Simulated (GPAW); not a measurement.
# B/Rh(110): work function by functional and basis, part 2 of 2

How far do functional and basis move the work function of B/Rh(110)?

GPAW 26.7.0; GPAW, PAW setups; slab in vacuum, relaxation (the session's first sound run).

So far, upper work function (eV): step 2 (relaxing the atoms, PBE, GPAW) 5.73; step 4 (self-consistent run: xc = "vdW-DF2", GPAW, PAW setups, GPAW) 6.12; step 5 (self-consistent run: xc = "RPBE") 5.65; step 6 (self-consistent run: xc = "LDA") 5.90; step 7 (self-consistent run: xc = "revPBE") 5.64.

## (8) OptPBE vdW: xc = "optPBE-vdW"

The same geometry under optPBE-vdW, to see how far the functional moves the levels against the vacuum (the van der Waals functionals take revPBE setups).

Input file run.py:

```python
import json
import numpy as np
from ase import Atoms
from gpaw import GPAW, PW

slab = Atoms(
    ['Rh', 'Rh', 'Rh', 'Rh', 'Rh', 'B'],
    positions=[
        [0.00000, 0.00000, 9.00000],
        [1.90000, 1.34350, 10.34350],
        [0.00000, 0.00000, 11.68701],
        [1.90000, 1.34350, 13.13208],
        [0.00000, 0.00000, 14.49722],
        [-0.00000, -0.00000, 16.31685]],
    cell=[[3.8, 0.0, 0.0], [0.0, 2.68701, 0.0], [0.0, 0.0, 25.63401]],
    pbc=[True, True, False])

slab.calc = GPAW(mode=PW(500), xc='optPBE-vdW', kpts={'size': (8, 12, 1), 'gamma': True},
                 occupations={'name': 'fermi-dirac', 'width': 0.1}, nbands='200%',
                 convergence={'density': 1e-05}, maxiter=200,
                 poissonsolver={'dipolelayer': 'xy'},
                 symmetry={'tolerance': 1e-3}, txt='slab.txt')
result = {}
energy = slab.get_potential_energy()
fermi = slab.calc.get_fermi_level()
v = slab.calc.get_electrostatic_potential().mean((0, 1)) - fermi
n = slab.calc.get_pseudo_density().mean((0, 1))
L = slab.cell[2, 2]
z = np.arange(len(v)) * L / len(v)
low, high = slab.positions[:, 2].min(), slab.positions[:, 2].max()
below, above = np.interp([low - 6.8, high + 6.8], z, v)
slopes = [np.interp(x, z, np.gradient(v, z)) for x in (low - 6.8, high + 6.8)]
eps = np.array([[slab.calc.get_eigenvalues(k, s) for k in range(len(slab.calc.get_ibz_k_points()))]
                for s in range(slab.calc.get_number_of_spins())]) - fermi
top, bottom = eps[eps < 0].max(), eps[eps > 0].min()
dipole = slab.get_dipole_moment()[2]
print(f'energy {energy:.4f} eV, Fermi level {fermi:.4f} eV, dipole {dipole:.5f} e A')
print(f'potential 6.8 A off the faces, from the Fermi level: lower {below:.4f} eV, upper {above:.4f} eV')
print(f'slope of the potential there: lower {slopes[0]:.5f}, upper {slopes[1]:.5f} eV/A')
print(f'nearest levels on the mesh: {top:.4f} and {bottom:.4f} eV')
print('magnetic moment', round(slab.get_magnetic_moment(), 3))
result.update(energy=energy, fermi=fermi, dipole=dipole, below=below, above=above, slopes=slopes, edges=[top, bottom],
              z=z.tolist(), v=v.tolist(), n=n.tolist(), positions=slab.positions.tolist(),
              forces=slab.get_forces(apply_constraint=False).tolist(), moments=slab.get_magnetic_moments().tolist())
json.dump(result, open('result.json', 'w'))
```

Launch:

```console
$ OMP_NUM_THREADS=1 OPENBLAS_NUM_THREADS=1 python run.py
```

The log of the run:

```text
energy -110.8798 eV, Fermi level -0.4577 eV, dipole -0.06688 e A
potential 6.8 A off the faces, from the Fermi level: lower 4.7328 eV, upper 5.9185 eV
slope of the potential there: lower 0.00005, upper -0.00004 eV/A
nearest levels on the mesh: -0.0045 and 0.0155 eV
magnetic moment 0.0
```

It took 7.2 min on 1 thread of Intel Xeon Platinum 8488C (Sapphire Rapids), shared host; peak memory 0.75 GiB.

Numbers from this step:

```yaml
dipole_along_the_normal: -0.06688 e·Å
levels_nearest_the_fermi_level_on_the_mesh: -0.004548, 0.01552 eV from the Fermi level
upper_work_function: 5.918 eV
lower_work_function: 4.733 eV
```

The electrostatic potential energy of an electron (without an applied field's), less the Fermi level, planar mean oscillates, so the rows of the table below give means over windows of 1.42 Å about each position, cut where the curve ends. Its maxima inside the range that stand out by 2 % of the span (Å: eV): 9.7: -7.75, 11.0: -8.11, 12.4: -6.39, 13.9: -7.53, 15.6: 1.91. Its minima: 9.0: -14.4, 10.3: -15.4, 11.7: -15.2, 13.1: -15.1, 14.4: -14.3, 16.3: -5.62.

Electrostatic potential energy of an electron (without an applied field's), less the Fermi level, planar mean against z; means over each step:

z (Å), electrostatic potential energy of an electron (without an applied field's), less the Fermi level, planar mean (eV) and a bar from the least value:
```
     0.71        4.8 ############################
     2.13        4.7 ############################
     3.55        4.7 ############################
     4.97        4.7 ############################
     6.39        4.6 ############################
     7.81        1.8 #######################
     9.23      -10.6 ##
    10.65      -11.6 
    12.07      -10.7 ##
    13.49      -11.2 #
    14.91       -6.7 #########
    16.33       -1.4 ##################
    17.75        5.1 #############################
    19.17        5.9 ##############################
    20.59        5.9 ##############################
    22.01        5.9 ##############################
    23.43        5.9 ##############################
    24.85        5.9 ##############################
```

The upper face's work function is 5.918 eV, against 5.728 eV in the first plane-wave PBE run at this geometry.

## (9) Real-space grid: mode = "fd"

A real-space grid is a second complete basis, so it checks the plane-wave result.

run.py, as its differences from that of step 8:

```diff
@@ -3,3 +3,3 @@
 from ase import Atoms
-from gpaw import GPAW, PW
+from gpaw import GPAW
 
@@ -17,3 +17,3 @@
 
-slab.calc = GPAW(mode=PW(500), xc='optPBE-vdW', kpts={'size': (8, 12, 1), 'gamma': True},
+slab.calc = GPAW(mode='fd', h=0.18, xc='PBE', kpts={'size': (8, 12, 1), 'gamma': True},
                  occupations={'name': 'fermi-dirac', 'width': 0.1}, nbands='200%',
```

The log of the run:

```text
energy -38.2831 eV, Fermi level -5.1266 eV, dipole -0.06785 e A
potential 6.8 A off the faces, from the Fermi level: lower 4.5254 eV, upper 5.7279 eV
slope of the potential there: lower -0.00000, upper 0.00000 eV/A
nearest levels on the mesh: -0.0001 and 0.0120 eV
magnetic moment 0.0
```

Run time: 42 min. Hardware: 1 thread; peak memory 2.7 GiB.

This step gave:

* dipole along the normal: -0.06785 e·Å
* levels nearest the Fermi level on the mesh: -1.17e-4, 0.01195 eV from the Fermi level
* upper work function: 5.728 eV
* lower work function: 4.525 eV

The electrostatic potential energy of an electron (without an applied field's), less the Fermi level, planar mean oscillates, so the rows of the table below give means over windows of 1.38 Å about each position, cut where the curve ends. Its maxima inside the range that stand out by 2 % of the span (Å: eV): 9.7: -7.80, 11.0: -8.15, 12.4: -6.42, 13.8: -7.52, 15.6: 1.96. Its minima: 9.0: -14.5, 10.3: -15.4, 11.7: -15.2, 13.2: -15.2, 14.5: -14.4, 16.3: -5.60.

Electrostatic potential energy of an electron (without an applied field's), less the Fermi level, planar mean against z; means over each step:

```tsv
z (Å)	electrostatic potential energy of an electron (without an applied field's), less the Fermi level, planar mean (eV)
0.69	4.54
2.07	4.53
3.45	4.53
4.83	4.52
6.21	4.48
7.59	3.02
8.97	-9.77
10.35	-11.6
11.73	-11.2
13.11	-11.1
14.49	-9.77
15.87	-1.29
17.25	3.15
18.63	5.66
20.01	5.73
21.39	5.73
22.77	5.73
24.15	5.73
25.53	5.73
```

The upper face's work function is 5.728 eV, against 5.728 eV in the first plane-wave PBE run at this geometry.

## (10) Atomic orbitals: mode = "lcao"

Atom-centred orbitals end a few angstrom from the surface, which tests how much the density's tail matters.

run.py, as its differences from that of step 9:

```diff
@@ -17,4 +17,4 @@
 
-slab.calc = GPAW(mode='fd', h=0.18, xc='PBE', kpts={'size': (8, 12, 1), 'gamma': True},
-                 occupations={'name': 'fermi-dirac', 'width': 0.1}, nbands='200%',
+slab.calc = GPAW(mode='lcao', basis='dzp', h=0.18, xc='PBE', kpts={'size': (8, 12, 1), 'gamma': True},
+                 occupations={'name': 'fermi-dirac', 'width': 0.1}, nbands='120%',
                  convergence={'density': 1e-05}, maxiter=200,
```

The log of the run:

```text
energy -36.3038 eV, Fermi level -5.1214 eV, dipole -0.06675 e A
potential 6.8 A off the faces, from the Fermi level: lower 4.5299 eV, upper 5.7129 eV
slope of the potential there: lower 0.00000, upper 0.00000 eV/A
nearest levels on the mesh: -0.0034 and 0.0121 eV
magnetic moment 0.0
```

Run time: 53 min. Hardware: 1 thread; peak memory 0.56 GiB.

This step gave:

```
dipole along the normal                    : -0.06675 e·Å
levels nearest the Fermi level on the mesh : -0.003419, 0.01205 eV from the Fermi level
upper work function                        : 5.713 eV
lower work function                        : 4.530 eV
```

The electrostatic potential energy of an electron (without an applied field's), less the Fermi level, planar mean oscillates, so the rows of the table below give means over windows of 1.38 Å about each position, cut where the curve ends. Its maxima inside the range that stand out by 2 % of the span (Å: eV): 9.7: -7.79, 11.0: -8.11, 12.4: -6.36, 13.8: -7.45, 15.6: 1.92. Its minima: 9.0: -14.4, 10.3: -15.5, 11.7: -15.2, 13.2: -15.2, 14.5: -14.4, 16.3: -5.61.

Table of electrostatic potential energy of an electron (without an applied field's), less the Fermi level, planar mean by z; means over each step:

```tsv
z (Å)	electrostatic potential energy of an electron (without an applied field's), less the Fermi level, planar mean (eV)
0.69	4.55
2.07	4.53
3.45	4.53
4.83	4.53
6.21	4.49
7.59	3.06
8.97	-9.73
10.35	-11.6
11.73	-11.1
13.11	-11.0
14.49	-9.72
15.87	-1.31
17.25	3.15
18.63	5.66
20.01	5.71
21.39	5.71
22.77	5.71
24.15	5.71
25.53	5.71
```

The upper face's work function is 5.713 eV, against 5.728 eV in the first plane-wave PBE run at this geometry.

## (11) Cost and result by level

Times are for 1 thread of Intel Xeon Platinum 8488C (Sapphire Rapids), shared host. Results by setting:

```tsv
no.	run	upper work function (eV)	lower work function (eV)	time	memory (GiB)
1	pw	5.728	4.525	6.4 min	0.56
2	vdW DF2	6.118	4.955	6.6 min	0.74
3	RPBE	5.648	4.344	7.2 min	0.55
4	LDA	5.901	4.910	6.3 min	0.55
5	revPBE	5.644	4.362	6.9 min	0.56
6	optPBE vdW	5.918	4.733	7.2 min	0.75
7	fd	5.728	4.525	42 min	2.7
8	lcao	5.713	4.530	53 min	0.56
```

## (12) Side by side

Results and costs are gathered.

This step: comparison of work functions, dipole and cost (GPAW 26.7.0).

Ladder, by row:

```tsv
step	code	work function, upper (eV)	work function, lower (eV)	dipole (e Å)	wall time (s)	peak memory (GiB)	threads
pw	GPAW	5.728	4.525	-0.06787	383	0.56	1
vdW-DF2	GPAW	6.118	4.955	-0.0656	393.4	0.74	1
RPBE	GPAW	5.648	4.344	-0.07359	433.9	0.55	1
LDA	GPAW	5.901	4.91	-0.05588	378.4	0.55	1
revPBE	GPAW	5.644	4.362	-0.07233	412.4	0.56	1
optPBE-vdW	GPAW	5.918	4.733	-0.06688	434.5	0.75	1
fd	GPAW	5.728	4.525	-0.06785	2538	2.68	1
lcao	GPAW	5.713	4.53	-0.06675	3160	0.56	1
```

## (13) A changed run

One more run, with changed settings.

This step: GPAW, PAW setups; slab in vacuum (GPAW 26.7.0).

run.py, as its differences from that of step 10:

```diff
@@ -3,3 +3,4 @@
 from ase import Atoms
-from gpaw import GPAW
+from gpaw import GPAW, PW
+from gpaw.external import ConstantElectricField
 
@@ -15,8 +16,8 @@
     cell=[[3.8, 0.0, 0.0], [0.0, 2.68701, 0.0], [0.0, 0.0, 25.63401]],
-    pbc=[True, True, False])
+    pbc=[True, True, True])
 
-slab.calc = GPAW(mode='lcao', basis='dzp', h=0.18, xc='PBE', kpts={'size': (8, 12, 1), 'gamma': True},
-                 occupations={'name': 'fermi-dirac', 'width': 0.1}, nbands='120%',
-                 convergence={'density': 1e-05}, maxiter=200,
-                 poissonsolver={'dipolelayer': 'xy'},
+slab.calc = GPAW(mode=PW(500), xc='PBE', kpts={'size': (8, 12, 1), 'gamma': True},
+                 occupations={'name': 'fermi-dirac', 'width': 0.1}, nbands='200%',
+                 convergence={'density': 1e-05}, maxiter=75,
+                 external=ConstantElectricField(0.1, [0, 0, 1]),
                  symmetry={'tolerance': 1e-3}, txt='slab.txt')
```

The log of the run:

```text
energy -38.1857 eV, Fermi level -0.3454 eV, dipole -0.01892 e A
potential 6.8 A off the faces, from the Fermi level: lower 5.1325 eV, upper 5.1942 eV
slope of the potential there: lower -0.01303, upper -0.01313 eV/A
nearest levels on the mesh: -0.0043 and 0.0011 eV
magnetic moment 0.0
```

It took 10 min on 1 thread; peak memory 0.76 GiB.

The run finished. A setting was moved off its sound value on purpose, so it serves as a test and not as the result.

The fault put into the input: a field without a dipole layer in a repeating cell (field = 0.1, dipole = false and pbc_z = true).

The two runs compared:

```tsv
quantity	this run	sound run	difference
dipole along the normal (e·Å)	-0.018925	-0.067869	0.0489
```

The two runs differ clearly in the dipole along the normal: -0.0189 e·Å against -0.0679 e·Å.

## (14) Summary of results

| Property | Result |
| --- | --- |
| work function, upper and lower face | 5.728 and 4.525 eV |
| dipole along the normal | -0.0679 e Å |

What this shows: With plane waves and PBE the work function is 5.73 eV on the upper face and 4.52 eV on the lower. The two faces differ by 1.2 eV, the step that the slab's dipole makes (e p/(ε0 A) gives 1.2 eV), so the dipole layer is needed. Over the sound runs of the table the upper face's work function spans 5.644 (revPBE) to 6.118 eV (vdW-DF2). The cell of 10.2 Å² holds one B, started on one chosen site; other sites and coverages weren't tried. The in-plane lattice was kept as typed, which isn't the functional's own and leaves some strain; spin-orbit coupling and temperature are left out.

[Logs are printed without paths, hosts, clocks, repeated set-up lines and the standing remarks that a program may print on its own settings, such as how far it seeks lower states.]

[Hosts, paths, dates, database ids (printed as entryN), source tags and the programs' standing remarks are cut or masked in the printed files.]
